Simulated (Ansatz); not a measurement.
## TiAl$_{3}$: energy along a strain

TiAl$_{3}$, I4/mmm, a = 3.816 Å, c = 8.554 Å. Ansatz: PBEsol, PAW, 420 eV, Γ-centred 18×18×18 mesh on 4 atoms, Gaussian smearing 0.15 eV; no spin polarisation. Cell vectors (Å): -1.908 1.908 4.277; 1.908 -1.908 4.277; 1.908 1.908 -4.277. The cell is strained by x per cent times the pattern (0 0 1 0 0 0) in the order xx yy zz yz xz xy (engineering shears), with fractional coordinates held. y is the free energy over the start, V0 = 15.567 Å³/atom. Points with a strain past 8.5 % were computed too (5) and aren't used here.

| x (%) | y (meV/atom) |
| --- | --- |
| -7.50 | 70.32 |
| -3.75 | 16.48 |
| 0.00 | 0.00 |
| 3.75 | ? |
| 7.50 | 54.93 |

Fit y = c2 x² + c3 x³ to the other rows, get the stiffness along the pattern, and predict the missing energy.

Least squares on the rows shown. y = 1.1130 x² − 0.018220 x³. The clamped-ion stiffness p·C·p = 2 × 11.13 eV × 160.2 / 15.567 Å³ = 229 GPa, which is C33 in these axes. At x = 3.75 the fit asked for gives 14.69 meV/atom. The run gave 14.85 meV/atom, so the fit is 0.16 meV/atom too low, 0.23 % of the span of the series, against an rms of 0.08 meV/atom on the fitted rows. With a term in x⁴ added, a fit to the same known rows (none to spare) predicts 14.56 meV/atom, further off still.

Cost: 10 runs of about 2 core-minutes in all, on Intel Xeon 6975P-C (Granite Rapids) (shared hosts).